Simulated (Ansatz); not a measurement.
# Al (P-1) in Ansatz: convergence with k mesh

Aim: find how far k mesh must go before the results for Al settle, at PBE. This setting moves, with any that are tied to it; all else stays.

Everything below comes from runs of Ansatz 0.2.0. Logs are shortened: lines on timing, memory, paths and dates and some standing lists are left out, and cuts for length are marked.

## Step 1: The cell of the first run

The typed cell holds 1 atom: a = 2.723 Å, b = 2.757 Å, c = 2.687 Å, α = 87.98°, β = 89.06°, γ = 89.04°.

The cell was built by a generator and needn't be a form met in nature.

The cell isn't the ideal one: cell strained at random at fixed volume.

## Step 2: With k mesh 3 × 3 × 3

Contents of input.yaml:

```yaml
crystal:
  lattice:
    - [2.723135, 0.022662, 0.021993]
    - [0.022662, 2.756882, 0.047829]
    - [0.021993, 0.047829, 2.686914]
  atoms:
    - { symbol: Al, position: [0.010173, -0.020131, 0.003533] }
hamiltonian:
  xc: pbe
  pseudopotentials: { kind: paw }
kpoints:
  mp_grid: { grid: [3, 3, 3] }
scf:
  occupations: { method: fermi_dirac, width: 0.1 }
output:
  forces: true
  stress: true
  eigenvalues: true
```

Potentials or basis: Ansatz PAW.

Started as:

```console
$ ansatz run input.yaml --threads 2 --pin off --max-ram 5632MiB --backend cpu --events-out ev --progress --plain --runs-dir out
```

Standard output:

```text
Warning: RAYON_NUM_THREADS=2 ignored (pool sized by the plan → 2); use --threads N
Engine: ansatz 0.2.0, aarch64-unknown-linux-gnu
Pseudopotentials: kind: paw
Pseudopotential: Al, paw, valence charge 3, recommended cutoff 420 eV (normal), Al.paw.azcp
Functional definition: PBE
  parameter kappa = 0.804
  parameter beta = 0.06672455060314922
  exchange = pbe_x(kappa = kappa, mu = beta*pi^2/3)
  correlation = pbe_c(beta = beta)
Crystal: 1 atoms, lattice volume = 20.163 Å³
Basis set: ecut = 420 eV, 399 PW (Γ), exchange–correlation on 40×40×36 points (8 copies of the dense FFT grid, shifted against one another)
Bands: 6, of which v1, the nominal top of the filled ones, is band 2 counted from 1 (1 counted from 0)
Symmetry: 2 space group operations
Space group: P-1 (ITA 2), of the structure as read, at distance tolerance 2.7e-5 Å
k-points: 14 of 27
Non-local potential: Al, projectors of the file, l = 0: 2, l = 1: 2, l = 2: 1
PAW form: soft (Blöchl's): semilocal exchange-correlation on the pseudo side does not see the compensation charge
PAW one-centre angular grid: Al, 110 points (default); XC on 64 Gauss nodes
Initial density: superposition of atomic densities (neutral atoms: chi_scale 0, normalization atom), corrected by the library's trained network
Initial wavefunctions: pseudopotential atomic-orbital guess
Functional: x = pbe(κ = 0.804, μ = 0.2195149727645171), c = pbe(β = 0.06672455060314922)
SCF iter   1: F=—  HF=-536.705407 eV  |F-HF|=—  |Δ(HF+E_count)|=         —  Δρ=4.28e-3  dr2=3.46e-3  ethr=1.77e-3  ⟨swp⟩=4.6  Hψ=749  notcnv=0
preconditioner: auto → none  [metal: Δε(μ)=0.206 eV  Ē_g=11.749 eV  σ=0.100 eV  W_gap=0.47  n_scr=0 (ndim 8)  ℏωp=14.3 eV  f_vac=0.000  D(μ)=1.11/eV (n_scr^D=6)]
SCF iter   2: F=—  HF=-536.705382 eV  |F-HF|=—  |Δ(HF+E_count)|=   2.53e-5  Δρ=2.07e-3  dr2=7.57e-4  ethr=1.15e-4  ⟨swp⟩=1.0  Hψ=196  notcnv=0
SCF iter   3: F=—  HF=-536.705449 eV  |F-HF|=—  |Δ(HF+E_count)|=   6.76e-5  Δρ=1.26e-4  dr2=2.92e-6  ethr=2.52e-5  ⟨swp⟩=1.0  Hψ=83  notcnv=0
SCF iter   4: F=—  HF=-536.705424 eV  |F-HF|=—  |Δ(HF+E_count)|=   2.58e-5  Δρ=1.40e-5  dr2=4.06e-8  ethr=9.73e-8  ⟨swp⟩=1.8  Hψ=97  notcnv=0
iter 5 did not close the SCF: its close was put off for the readings that it lacked (scf_convergence_deferred on its scf_iter line)
SCF iter   5: F=-536.705424 eV  HF=-536.705424 eV  |F-HF|=7.28e-12  |Δ(HF+E_count)|=   9.61e-9  Δρ=9.74e-7  dr2=2.07e-10  ethr=1.35e-9  ⟨swp⟩=2.0  Hψ=102  notcnv=0
SCF iter   6: F=-536.705424 eV  HF=-536.705424 eV  |F-HF|=4.32e-12  |Δ(HF+E_count)|=  2.63e-11  Δρ=2.12e-7  dr2=6.17e-12  ethr=6.89e-12  ⟨swp⟩=1.2  Hψ=226  notcnv=0
SCF 1 converged in 6 iterations: F = -536.705424 eV  dr2 = 6.17e-12
SCF converged after 6 iterations
Free energy (F): -536.705424 eV
Harris-Foulkes:  -536.705424 eV  (|F-HF|=4.32e-12)
Internal energy: -536.670229 eV  (E = F + TS)
E sigma→0 (E₀):  -536.687826 eV
Entropy (-TS):   -0.035194 eV (-35.194 meV/atom)
Fermi energy:    6.170663 eV
--- Per-component energies (eV) ---
  E_band       = 6.126945
  E_kinetic    = 21.571069
  E_local      = 4.327269  (includes V_loc(G=0)·N_el)
  E_nonlocal   = 10.614354
  E_hartree    = 0.471277
  E_xc         = -38.732665
  E_vxc        = -27.629940  (∫ρ·V_xc dr)
  E_paw        = -467.376885  (= ΣΔE_a)
  E_vpaw       = -3.698358  (= ΣTr[D̂ρ^β])
  E_aug_tail   = -0.000002  (compensation charges beyond the density's cutoff)
  E_ewald      = -67.544646
  E_smearing   = -0.035194  (= −TS)
  E_closure    = -0.000000  (closes the sum)
  Σ components = -536.705424   (vs F -536.705424, Δ=0.00e0)
--- Forces (eV/Å), atoms counted from 1 ---
  atom   1  Al     0.00000000     0.00000000     0.00000000
  max |Σ_I F_I| component: 0.00e0 eV/Å
--- Stress (GPa, compression-positive) ---
        2.042494       1.098772       3.956518
        1.098772       1.923819       4.948549
        3.956518       4.948549      -1.271304
  P = ⅓ Tr σ = 0.8983 GPa (8.983 kbar)
--- Band table (eV; the first three rows and the last of 14) ---
  k-point 0: bands = ["-3.9328", "13.4006", "13.7071", "14.2573", "14.7250", "15.2760"]
  k-point 1: bands = ["-1.7005", "4.8800", "15.0705", "16.1798", "16.6020", "20.1590"]
  k-point 2: bands = ["-1.8307", "4.5137", "15.1848", "16.4900", "17.0158", "20.4952"]
  k-point 13: bands = ["2.4677", "7.7423", "8.1790", "10.9271", "14.2936", "15.1305"]
```

Wall time 0.2 s (2 threads of Arm Neoverse V2, shared host); peak memory 0.22 GiB.

Results:

* Free energy: -536.7054 eV
* Pressure: 0.9 GPa
* Band gap on the k mesh: none (metal or under the smearing width)

## Step 3: With k mesh 4 × 4 × 4

input.yaml, as its differences from that of step 2:

```diff
@@ -11,3 +11,3 @@
 kpoints:
-  mp_grid: { grid: [3, 3, 3] }
+  mp_grid: { grid: [4, 4, 4] }
 scf:
```

Potentials or basis: Ansatz PAW.

Started as:

```console
$ ansatz run input.yaml --threads 2 --pin off --max-ram 5632MiB --backend cpu --events-out ev --progress --plain --runs-dir out
```

Run time: 0.26 s. Hardware: 2 threads of Arm Neoverse V2, shared host; peak memory 0.23 GiB.

What came out:

```
Free energy            : -537.2284 eV
Pressure               : 0.6 GPa
Band gap on the k mesh : none (metal or under the smearing width)
```

## Step 4: With k mesh 5 × 5 × 5

input.yaml, as its differences from that of step 3:

```diff
@@ -11,3 +11,3 @@
 kpoints:
-  mp_grid: { grid: [4, 4, 4] }
+  mp_grid: { grid: [5, 5, 5] }
 scf:
```

Started as:

```console
$ ansatz run input.yaml --threads 2 --pin off --max-ram 5632MiB --backend cpu --events-out ev --progress --plain --runs-dir out
```

It took 0.34 s on 2 threads of Arm Neoverse V2, shared host; peak memory 0.23 GiB.

Results:

| Quantity | Value |
| --- | --- |
| Free energy | -537.1763 eV |
| Pressure | -0.2 GPa |
| Band gap on the k mesh | none (metal or under the smearing width) |

## Step 5: With k mesh 6 × 6 × 6

input.yaml, as its differences from that of step 4:

```diff
@@ -11,3 +11,3 @@
 kpoints:
-  mp_grid: { grid: [5, 5, 5] }
+  mp_grid: { grid: [6, 6, 6] }
 scf:
```

Started as:

```console
$ ansatz run input.yaml --threads 2 --pin off --max-ram 5632MiB --backend cpu --events-out ev --progress --plain --runs-dir out
```

Wall time 0.46 s (2 threads of Arm Neoverse V2, shared host); peak memory 0.24 GiB.

What came out:

- Free energy: -537.0696 eV
- Pressure: 0.5 GPa
- Band gap on the k mesh: none (metal or under the smearing width)

## Step 6: With k mesh 7 × 7 × 7

input.yaml, as its differences from that of step 5:

```diff
@@ -11,3 +11,3 @@
 kpoints:
-  mp_grid: { grid: [6, 6, 6] }
+  mp_grid: { grid: [7, 7, 7] }
 scf:
```

Potentials or basis: Ansatz PAW.

Started as:

```console
$ ansatz run input.yaml --threads 2 --pin off --max-ram 5632MiB --backend cpu --events-out ev --progress --plain --runs-dir out
```

It took 0.64 s on 2 threads of Arm Neoverse V2, shared host; peak memory 0.26 GiB.

Results (log left out):

| Item | Value |
| --- | --- |
| Free energy | -537.1493 eV |
| Pressure | -0.1 GPa |
| Band gap on the k mesh | none (metal or under the smearing width) |

## Step 7: With k mesh 9 × 9 × 9

input.yaml, as its differences from that of step 6:

```diff
@@ -11,3 +11,3 @@
 kpoints:
-  mp_grid: { grid: [7, 7, 7] }
+  mp_grid: { grid: [9, 9, 9] }
 scf:
```

Started as:

```console
$ ansatz run input.yaml --threads 2 --pin off --max-ram 5632MiB --backend cpu --events-out ev --progress --plain --runs-dir out
```

Wall time 1.2 s (2 threads of Arm Neoverse V2, shared host); peak memory 0.3 GiB.

Results (log left out):

- Free energy: -537.1267 eV
- Pressure: 0.0 GPa
- Band gap on the k mesh: none (metal or under the smearing width)

## Step 8: With k mesh 11 × 11 × 11

input.yaml, as its differences from that of step 7:

```diff
@@ -11,3 +11,3 @@
 kpoints:
-  mp_grid: { grid: [9, 9, 9] }
+  mp_grid: { grid: [11, 11, 11] }
 scf:
```

Started as:

```console
$ ansatz run input.yaml --threads 2 --pin off --max-ram 5632MiB --backend cpu --events-out ev --progress --plain --runs-dir out
```

Run time: 2 s. Hardware: 2 threads of Arm Neoverse V2, shared host; peak memory 0.36 GiB.

It converged, with:

```yaml
Free_energy: -537.1455 eV
Pressure: 0.0 GPa
Band_gap_on_the_k_mesh: none (metal or under the smearing width)
```

## Step 9: With k mesh 13 × 13 × 13

input.yaml, as its differences from that of step 8:

```diff
@@ -11,3 +11,3 @@
 kpoints:
-  mp_grid: { grid: [11, 11, 11] }
+  mp_grid: { grid: [13, 13, 13] }
 scf:
```

Potentials or basis: Ansatz PAW.

Started as:

```console
$ ansatz run input.yaml --threads 2 --pin off --max-ram 5632MiB --backend cpu --events-out ev --progress --plain --runs-dir out
```

Wall time 3.2 s (2 threads of Arm Neoverse V2, shared host); peak memory 0.43 GiB.

The run converged. Its results:

- Free energy: -537.1349 eV
- Pressure: 0.0 GPa
- Band gap on the k mesh: none (metal or under the smearing width)

## Step 10: With k mesh 16 × 16 × 16

input.yaml, as its differences from that of step 9:

```diff
@@ -11,3 +11,3 @@
 kpoints:
-  mp_grid: { grid: [13, 13, 13] }
+  mp_grid: { grid: [16, 16, 16] }
 scf:
```

Started as:

```console
$ ansatz run input.yaml --threads 2 --pin off --max-ram 5632MiB --backend cpu --events-out ev --progress --plain --runs-dir out
```

Wall time 6 s (2 threads of Arm Neoverse V2, shared host); peak memory 0.58 GiB.

Results (log left out):

| Item | Value |
| --- | --- |
| Free energy | -537.1370 eV |
| Pressure | 0.1 GPa |
| Band gap on the k mesh | none (metal or under the smearing width) |

## Step 11: The series at a glance

```csv
k mesh,"energy less the tightest run, at zero smearing (meV/atom)",pressure (GPa),SCF cycles,CPU time (s),peak memory (GiB)
3 × 3 × 3,440.47,0.90,6,0.29,0.22
4 × 4 × 4,-92.54,0.57,6,0.41,0.23
5 × 5 × 5,-41.92,-0.17,6,0.56,0.23
6 × 6 × 6,72.94,0.53,6,0.81,0.24
7 × 7 × 7,-14.05,-0.13,6,1.1,0.26
9 × 9 × 9,10.87,0.02,6,2.2,0.3
11 × 11 × 11,-9.74,-0.01,6,3.8,0.36
13 × 13 × 13,2.39,0.02,6,6.3,0.43
16 × 16 × 16,0.00,0.09,6,12,0.58
```

Against the tightest run, the pressure stays within 0.1 GPa from 13 × 13 × 13 on. Not settled before the last step: the energy (to 1 meV/atom). Meshes of other sizes hit other points, so gaps and Fermi surfaces needn't settle smoothly. The tightest run that finished is the yardstick and may itself not be fully converged.
